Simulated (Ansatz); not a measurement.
Tl:

```
Tl
1.0
     3.50864    0.00000    0.00000
    -1.75432    3.03857    0.00000
     0.00000    0.00000   11.26560
Tl
4
Direct
  0.66667 0.33333 0.75000
  0.00000 0.00000 0.50000
  0.33333 0.66667 0.25000
  0.00000 0.00000 0.00000
```

- Program: Ansatz 0.2.0
- Task: single point
- Functional: PBEsol
- Potentials or basis: all-electron LAPW, scalar-relativistic
- Cutoff: 160 eV (chosen from the basis error)
- Basis error allowed: 0.001 eV/atom
- k mesh: 9 × 9 × 3
- Occupations: fermi-dirac, width 0.05 eV
- Spin: no spin polarisation

On this cell: pressure -1.7 GPa; largest force under 0.003 eV/Å; band gap on the k mesh none (metal or under the smearing width).

The same run follows on a disturbed copy (atoms moved at random, drawn with an rms of 0.05 Å):

```xyz
4
Lattice="3.5086 0.0000 0.0000 -1.7543 3.0386 0.0000 0.0000 0.0000 11.2656" Properties=species:S:1:pos:R:3 pbc="T T T"
Tl    1.7630    1.0208    8.4914
Tl   -0.0120    0.0357    5.6130
Tl   -0.0005    2.0098    2.7905
Tl    0.0253    0.0065    0.0076
```

**Question.** What changes?

**Answer.** The energy (extrapolated to zero smearing) moves by +0.8 meV/atom; pressure -1.7 GPa; largest force 0.088 eV/Å; band gap on the k mesh none (metal or under the smearing width).

Forces in eV/Å, atoms in the order of the input:
```
Tl   0.000 -0.001 -0.088
Tl   0.003 -0.004  0.046
Tl   0.001  0.003  0.036
Tl  -0.005  0.002  0.006
```

Stress tensor (GPa, compression positive):
```
-1.71 -0.01  0.00
-0.01 -1.64  0.00
 0.00  0.00 -1.75
```
